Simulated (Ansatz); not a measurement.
# Si7Ge: the cost of one run

Computed with Ansatz 0.2.0 (DFT r2SCAN, scalar-relativistic, plane waves, PAW, unless a step's input says otherwise).

1 further run of the same task is left out (set aside as unsound or not needed).

### Step 1. The structure to begin with

The structure is cubic, space group P-43m (No. 215). The conventional cell has a = 5.468 Å, b = 5.468 Å, c = 5.468 Å, α = 90.00°, β = 90.00°, γ = 90.00°. Around Si (site symmetry 3m) lie 3 Si at 2.36 Å and 1 Ge at 2.39 Å. Si (site symmetry -42m) has 4 Si at 2.36 Å as nearest neighbours. Ge (site symmetry -43m) has 4 Si at 2.39 Å as nearest neighbours.

Coordinates:

```xyz
8
Lattice="5.4680 0.0000 0.0000 0.0000 5.4680 0.0000 0.0000 0.0000 5.4680" Properties=species:S:1:pos:R:3 pbc="T T T"
Si    1.3803    1.3803    1.3803
Si    0.0000    2.7340    2.7340
Si    2.7340    2.7340    0.0000
Si    2.7340    0.0000    2.7340
Si    4.0877    1.3803    4.0877
Si    4.0877    4.0877    1.3803
Si    1.3803    4.0877    4.0877
Ge    0.0000    0.0000    0.0000
```

It goes back to an entry of the Materials Project, which need not be the stable form.

This cell was relaxed beforehand with the same method: volume 20.44 Å³/atom, gap on the mesh 0.59 eV.

### Step 2. Zero of energy

The reference gives a free energy of -8776.3403 eV, pressure 0.03 GPa, largest force 0.002 eV/Å and gap on the mesh 0.59 eV. It was computed beforehand with the settings of the runs below.

### Step 3. The scan: rattled cells

All atoms are moved at random with no net shift, in some cells together with a random strain.

### Step 4. At rms move = 0.361 Å

Contents of input.yaml:

```yaml
crystal:
  lattice:
    - [5.4679684317, 0.0, 0.0]
    - [0.0, 5.4679684317, 0.0]
    - [0.0, 0.0, 5.4679684317]
  atoms:
    - { symbol: Si, position: [0.2542695609, 0.2855934593, 0.2400663138] }
    - { symbol: Si, position: [0.0600187592, 0.5169966426, 0.5184025915] }
    - { symbol: Si, position: [0.5298018698, 0.511035016, -0.0636248335] }
    - { symbol: Si, position: [0.4420840997, -0.0104270402, 0.5684485637] }
    - { symbol: Si, position: [0.7663177592, 0.2319316083, 0.7840095668] }
    - { symbol: Si, position: [0.7302404878, 0.7666724061, 0.297798672] }
    - { symbol: Si, position: [0.2489099011, 0.6975950972, 0.7429330847] }
    - { symbol: Ge, position: [-0.0316424376, 0.0006028109, -0.0880339591] }
basis:
  ecutwfc: 500
kpoints:
  mp_grid: { grid: [6, 6, 6] }
hamiltonian:
  xc: r2scan
scf:
  occupations: { method: gaussian, width: 0.05 }
output:
  forces: true
  stress: true
  eigenvalues: true
```

Launch:

```bash
$ ansatz run input.yaml --threads 2 --pin off --max-ram 5120MiB --backend cpu --events-out ev --progress --plain --runs-dir out
```

**Question.** How long does this run take on 2 threads of Oxide Virtual Turin-like (Zen 5), shared host, and how much memory does it need?

About 33 s, with a peak of 0.98 GiB.
